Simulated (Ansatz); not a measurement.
# Ga (Pm-3m) in Ansatz: band structure with r2SCAN

Aim: the band structure of Ga with r2SCAN.

Everything below comes from runs of Ansatz 0.2.0. Logs are shortened: lines on timing, memory, paths and dates and some standing lists are left out, and cuts for length are marked.

### 1 The crystal as given

Symmetry: Pm-3m, No. 221, cubic system. The conventional cell has a = 2.716 Å, b = 2.716 Å, c = 2.716 Å, α = 90.00°, β = 90.00°, γ = 90.00°. Around Ga (site symmetry m-3m) lie 6 Ga at 2.72 Å.

The cell was built by a generator and needn't be a form met in nature.

### 2 Band structure, r2SCAN, spin-orbit coupling, no magnetisation

File input.yaml:

```yaml
crystal:
  lattice:
    - [2.71648, 0.0, 0.0]
    - [0.0, 2.71648, 0.0]
    - [0.0, 0.0, 2.71648]
  atoms:
    - { symbol: Ga, position: [0.0, 0.0, 0.0] }
hamiltonian:
  xc: r2scan
  pseudopotentials: { kind: paw_fr }
magnetization:
  noncollinear: true
  spin_orbit: true
kpoints:
  mp_grid: { grid: [7, 7, 7] }
  band_path:
    path:
      - [[0.0, 0.0, 0.0], [0.0, 0.5, 0.0], [0.5, 0.5, 0.0], [0.0, 0.0, 0.0], [0.5, 0.5, 0.5], [0.0, 0.5, 0.0]]
      - [[0.5, 0.5, 0.0], [0.5, 0.5, 0.5]]
    npoints: 14
scf:
  occupations: { method: fermi_dirac, width: 0.05 }
  n_extra_bands: 6
output:
  forces: true
  stress: true
  eigenvalues: true
  fatbands: true
```

Potentials or basis: Ansatz PAW.

On the command line:

```sh
ansatz run input.yaml --threads 2 --pin off --max-ram 5632MiB --backend cpu --events-out ev --progress --plain --runs-dir out
```

What it wrote:

```text
Warning: RAYON_NUM_THREADS=2 ignored (pool sized by the plan → 2); use --threads N
scf.n_extra_bands = 6 over 13 filled bands (N_el = 13.0): the run solves 19 bands
Engine: ansatz 0.2.0, aarch64-unknown-linux-gnu
Pseudopotentials: kind: paw_fr
Pseudopotential: Ga, paw_fr, valence charge 13, recommended cutoff 500 eV (meta_gga), Ga.paw.azcp#standard-fr
Functional definition: r2SCAN
  parameter k0 = 0.174
  parameter k1 = 0.065
  parameter a1 = 4.9479
  exchange = r2scan_x(k0 = k0, k1 = k1, a1 = a1)
  correlation = r2scan_c
non-collinear run that drives no moment, with spin-orbit: no starting moment large enough to seed its density (crystal.atoms[].spin), no starting occupations that ask for one, no magnetisation constraint and no magnetic field, so the semilocal B_xc is pinned to zero
Crystal: 1 atoms, lattice volume = 20.046 Å³
Basis set: ecut = 500 eV, 485 PW (Γ), exchange–correlation on 80×80×80 points (64 copies of the dense FFT grid, shifted against one another)
Bands: 19, of which v1, the nominal top of the filled ones, is band 13 counted from 1 (12 counted from 0)
Symmetry: 48 space group operations + 48 with time reversal
Magnetic group: BNS 221.93 (UNI 1595), of the structure as read, at distance tolerance 2.7e-5 Å
k-points: 20 of 343
Projection manifold: j_resolved (fully-relativistic pseudo-atomic orbitals)
Non-local potential: Ga, projectors of the file, l = 0: 2, l = 1: 4, l = 2: 6, l = 3: 2
PAW form: soft (Blöchl's): semilocal exchange-correlation on the pseudo side does not see the compensation charge
PAW frozen core: Ga, regenerated for the run's functional (the file was generated under x = pbe(κ = 0.804, μ = 0.2195149727645171), c = pbe(β = 0.06672455060314922))
PAW one-centre angular grid: Ga, 590 points (default); XC on 224 Gauss nodes
Initial density: superposition of atomic densities (chi_scale 0.1, normalization cell)
Initial wavefunctions: pseudopotential atomic-orbital guess
Functional: x = r2scan, c = r2scan; τ floored in thin density (d = 2e-4 eV/Å³)
iter 1 solved again at ethr=3.82e-4 eV; its pass at ethr=3.10e-3 eV (dr2=4.97e-2 eV) is discarded
SCF iter   1: F=—  HF=-3787.611075 eV  |F-HF|=—  |Δ(HF+E_count)|=         —  Δρ=2.17e-2  dr2=5.27e-2  dr2_τ=1.57e-4  dr2_m=0.00e0 (ungated)  ethr=3.82e-4  |M|=0.00e0 ∫|m|=0.00e0 μB  |m|>n=0.0e0 m-floor=0.0e0 τ_xc=0.0e0  β_m=0.30  ⟨swp⟩=1.2  Hψ=3222  notcnv=0
preconditioner: auto → none  [insulator: Δε(μ)=0.175 eV  Ē_g=19.660 eV  σ=0.050 eV  W_gap=0.69  n_scr=6 (ndim 8)  ℏωp=29.9 eV  f_vac=0.000  D(μ)=0.80/eV (n_scr^D=6)  ε∞_Penn≈3.3]
SCF iter   2: F=—  HF=-3787.643382 eV  |F-HF|=—  |Δ(HF+E_count)|=   3.23e-2  Δρ=1.66e-2  dr2=2.37e-2  dr2_τ=1.23e-4  dr2_m=0.00e0 (ungated)  ethr=3.82e-4  |M|=0.00e0 ∫|m|=0.00e0 μB  |m|>n=0.0e0 m-floor=0.0e0 τ_xc=0.0e0  β_m=0.60  ⟨swp⟩=2.2  Hψ=583  notcnv=0  defer=1
SCF iter   3: F=—  HF=-3787.656397 eV  |F-HF|=—  |Δ(HF+E_count)|=   1.30e-2  Δρ=1.80e-3  dr2=4.67e-4  dr2_τ=3.82e-6  dr2_m=0.00e0 (ungated)  ethr=1.83e-4  |M|=0.00e0 ∫|m|=0.00e0 μB  |m|>n=0.0e0 m-floor=0.0e0 τ_xc=0.0e0  β_m=0.58  ⟨swp⟩=2.7  Hψ=803  notcnv=0  defer=16
SCF iter   4: F=—  HF=-3787.656313 eV  |F-HF|=—  |Δ(HF+E_count)|=   8.40e-5  Δρ=9.23e-4  dr2=9.14e-5  dr2_τ=1.34e-7  dr2_m=0.00e0 (ungated)  ethr=3.59e-6  |M|=0.00e0 ∫|m|=0.00e0 μB  |m|>n=0.0e0 m-floor=0.0e0 τ_xc=0.0e0  β_m=0.65  ⟨swp⟩=2.0  Hψ=708  notcnv=0  defer=16
SCF iter   5: F=—  HF=-3787.656304 eV  |F-HF|=—  |Δ(HF+E_count)|=   8.88e-6  Δρ=2.02e-4  dr2=2.74e-6  dr2_τ=1.29e-8  dr2_m=0.00e0 (ungated)  ethr=7.03e-7  |M|=0.00e0 ∫|m|=0.00e0 μB  |m|>n=0.0e0 m-floor=0.0e0 τ_xc=0.0e0  β_m=0.69  ⟨swp⟩=2.6  Hψ=622  notcnv=0  defer=16
SCF iter   6: F=-3787.656307 eV  HF=-3787.656307 eV  |F-HF|=7.41e-8  |Δ(HF+E_count)|=   2.74e-6  Δρ=3.24e-5  dr2=8.12e-8  dr2_τ=2.17e-10  dr2_m=0.00e0 (ungated)  ethr=7.69e-10  |M|=0.00e0 ∫|m|=0.00e0 μB  |m|>n=0.0e0 m-floor=0.0e0 τ_xc=0.0e0  ⟨swp⟩=5.2  Hψ=1683  notcnv=0
SCF 1 converged in 6 iterations: F = -3787.656307 eV  dr2 = 8.12e-8
NSCF: frozen V_eff on 86 k-points
SCF converged after 6 iterations
Magnetization: |M| = 0.0000 μB,  M = (+0.0000, +0.0000, +0.0000) μB
Absolute magnetization: 0.0000 μB (∫|m|)
  site 0: m = (+0.0000, +0.0000, +0.0000) μB, |m| = 0.0000 μB  (R = 1.12 Å)
Free energy (F): -3787.656307 eV
Harris-Foulkes:  -3787.656307 eV  (|F-HF|=7.41e-8)
Internal energy: -3787.649769 eV  (E = F + TS)
E sigma→0 (E₀):  -3787.653038 eV
Entropy (-TS):   -0.006538 eV (-6.538 meV/atom)
Fermi energy:    8.570011 eV
--- Per-component energies (eV) ---
  E_band       = -55.119471
  E_kinetic    = 113.977523
  E_local      = -1869.977410  (includes V_loc(G=0)·N_el)
  E_nonlocal   = 424.263724
  E_hartree    = 876.045665
  E_xc         = -62.155485
  E_vxc        = -59.408603  (∫ρ·V_xc dr)
  E_paw        = -1998.277643  (= ΣΔE_a)
  E_vpaw       = -419.380326  (= ΣTr[D̂ρ^β])
  E_aug_tail   = -0.000042  (compensation charges beyond the density's cutoff)
  E_vtau       = 3.322384  (kinetic-family band-sum trace: ∫τ·v_τ [+ j·A + Jᵃ·Aᵃ] dr)
  E_ewald      = -1270.886801
  E_core_change = -0.639301  (= ΣΔE_core)
  E_smearing   = -0.006538  (= −TS)
  E_closure    = 0.000000  (closes the sum)
  Σ components = -3787.656307   (vs F -3787.656307, Δ=0.00e0)
--- Forces (eV/Å), atoms counted from 1 ---
  atom   1  Ga    -0.00000000     0.00000000     0.00000000
  max |Σ_I F_I| component: 5.51e-25 eV/Å
--- Stress (GPa, compression-positive) ---
       -3.731760      -0.000000       0.000000
       -0.000000      -3.731760       0.000000
        0.000000      -0.000000      -3.731760
  P = ⅓ Tr σ = -3.7318 GPa (-37.318 kbar)
--- Band table (eV; the first three rows and the last of 20) ---
  k-point 0: bands = ["-7.1808", "-7.1808", "-7.1808", "-7.1808", "-6.5483", "-6.5483", "-6.5483", "-6.5483", "-6.3590", "-6.3590", "-2.5222", "-2.5222", "17.8446", "17.8446", "18.1336", "18.1336", "18.1336", "18.1336", "20.8296"]
  k-point 1: bands = ["-7.1753", "-7.1753", "-7.1295", "-7.1295", "-6.5598", "-6.5598", "-6.5546", "-6.5546", "-6.3763", "-6.3763", "-2.0855", "-2.0855", "13.8467", "13.8467", "18.3884", "18.3884", "18.5836", "18.5836", "21.1977"]
  k-point 2: bands = ["-7.1635", "-7.1635", "-7.0405", "-7.0405", "-6.5764", "-6.5764", "-6.5679", "-6.5679", "-6.4061", "-6.4061", "-0.7628", "-0.7628", "9.0911", "9.0911", "19.6347", "19.6347", "19.8465", "19.8465", "22.2940"]
  k-point 19: bands = ["-7.0572", "-7.0572", "-7.0567", "-7.0567", "-6.7019", "-6.7019", "-6.3541", "-6.3541", "-6.3500", "-6.3500", "8.6921", "8.6921", "11.1078", "11.1078", "11.2688", "11.2688", "14.1064", "14.1064", "17.3950"]
```

fatbands.tsv:

```text
# ik	k_distance	band	e_minus_ef	ga0_l0_4S_j1half	ga0_l1_4P_j1half	ga0_l1_4P_j3half	ga0_l2_3D_j3half	ga0_l2_3D_j5half
# fermi_ev = 8.570011
# lock_threshold_ev = 1e-12
# [0, 0, 0] at k_distance = 0.000000
# [0, 0.5, 0] at k_distance = 1.156494
# [0.5, 0.5, 0] at k_distance = 2.312988
# [0, 0, 0] at k_distance = 3.948517
# [0.5, 0.5, 0.5] at k_distance = 5.951624
# [0, 0.5, 0] at k_distance = 7.587153
# [0.5, 0.5, 0] at k_distance = 7.587153
# [0.5, 0.5, 0.5] at k_distance = 8.743647
# jumps = 71
# n_points = 86
0	0.000000	0	-15.750799	0.000000	0.000000	0.000000	0.777131	0.222630
0	0.000000	1	-15.750799	0.000000	0.000000	0.000000	0.777131	0.222630
0	0.000000	2	-15.750799	0.000000	0.000000	0.000000	0.777131	0.222630
0	0.000000	3	-15.750799	0.000000	0.000000	0.000000	0.777131	0.222630
0	0.000000	4	-15.118286	0.000000	0.000000	0.000000	0.222735	0.777177
0	0.000000	5	-15.118286	0.000000	0.000000	0.000000	0.222735	0.777177
[... 1341 lines left out ...]
70	7.587153	17	13.225770	0.000000	0.000000	0.967245	0.000000	0.000000
70	7.587153	18	15.925440	0.000000	0.000000	0.000000	0.000064	0.000104

71	7.587153	0	-15.635892	0.000000	0.000000	0.000000	0.825005	0.174690
71	7.587153	1	-15.635892	0.000000	0.000000	0.000000	0.825005	0.174690
71	7.587153	2	-15.631594	0.005842	0.000000	0.000000	0.941255	0.052877
71	7.587153	3	-15.631594	0.005842	0.000000	0.000000	0.941255	0.052877
71	7.587153	4	-15.165521	0.003734	0.000000	0.000000	0.055110	0.941132
71	7.587153	5	-15.165521	0.003734	0.000000	0.000000	0.055110	0.941132
[... 277 lines left out ...]
85	8.743647	17	4.312393	0.993778	0.000000	0.000000	0.000000	0.000000
85	8.743647	18	8.569183	0.000000	0.000000	0.000000	0.000107	0.000080
```

It took 8.4 s on 2 threads of Arm Neoverse V1, shared host; peak memory 0.36 GiB.

What came out:

| Item | Value |
| --- | --- |
| Free energy | -3787.6563 eV |
| Pressure | -3.7 GPa |
| Band gap on the k mesh | none (metal or under the smearing width) |

Levels at the corners of the path, in eV from the Fermi level:
```
point  band 10  band 11  band 12  band 13  band 14  band 15
    Γ   -14.93   -11.09   -11.09     9.27     9.27     9.56
    X   -14.99    -6.49    -6.49    -4.32    -4.32    12.96
    M   -14.88    -1.61    -1.61    -0.85    -0.85    -0.72
    Γ   -14.93   -11.09   -11.09     9.27     9.27     9.56
    R   -14.89     2.49     2.49     2.75     2.75     2.75
    X   -14.99    -6.49    -6.49    -4.32    -4.32    12.96
    M   -14.88    -1.61    -1.61    -0.85    -0.85    -0.72
    R   -14.89     2.49     2.49     2.75     2.75     2.75
```

Caveat: the PAW data sets come from PBE, with cores solved anew for the run's functional, which leaves a small shift of forces and pressure.
